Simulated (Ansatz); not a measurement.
## ³³S NMR of the central transition in FeS2

Cell: a structure deposited in the COD, its atoms then relaxed with PBE in this cell.

Space group Pnnm (No. 58); a = 4.4400, b = 5.3900, c = 3.3700 Å.

```csv
site,Wyckoff,site symmetry,x,y,z
Fe,2a,..2/m,0.0000,0.0000,0.0000
S,4g,..m,0.2058,0.3753,0.0000
```

One atom of each set is listed.

The numbers come from a DFT calculation in Ansatz (LDA, plane waves and PAW, scalar-relativistic, collinear spin, 420 eV cutoff, Γ-centred 10×8×13 k-points, Fermi–Dirac smearing 0.05 eV). Start moments as typed (μB): 3 on each Fe, none on the rest.

³³S has I = 3/2 and Q = -69.40 mb (Pyykkö 2018); at 16.4 T its Larmor frequency is ν₀ = 53.7 MHz. Only the quadrupole interaction is simulated: positions count from each site's isotropic chemical shift, and shift anisotropy, dipolar and J coupling are left out.

Problem. Simulate the second-order pattern (static powder, Gaussian broadening 60 kHz) of site S (3 Fe at 2.22–2.24 Å, 1 S at 2.27 Å).

Solution. The calculation gives C_Q = -22.0 MHz and η = 0.27, so ν_Q = 11.0 MHz and the centre of gravity lies at -4301 ppm (-231 kHz).

| offset (kHz) | height |
| --- | --- |
| -1036.1 | 0 |
| -965.7 | 18 |
| -895.2 | 49 |
| -824.8 | 54 |
| -754.4 | 59 |
| -684.0 | 66 |
| -613.6 | 81 |
| -543.1 | 100 |
| -472.7 | 79 |
| -402.3 | 67 |
| -331.9 | 61 |
| -261.5 | 58 |
| -191.0 | 56 |
| -120.6 | 55 |
| -50.2 | 55 |
| 20.2 | 49 |
| 90.6 | 46 |
| 161.1 | 51 |
| 231.5 | 59 |
| 301.9 | 84 |
| 372.3 | 88 |
| 442.7 | 54 |
| 513.2 | 18 |
| 583.6 | 0 |

The structure holds S–S bonds (2.27 Å). At S V_zz points along its one bond to S (within 1°).

With ν_Q/ν₀ up to 0.20, terms beyond second order are no longer negligible.

At this cell the LDA pressure is -9 GPa, so with LDA the cell would shrink if it were relaxed. The start moments die out, and the run ends without spin.
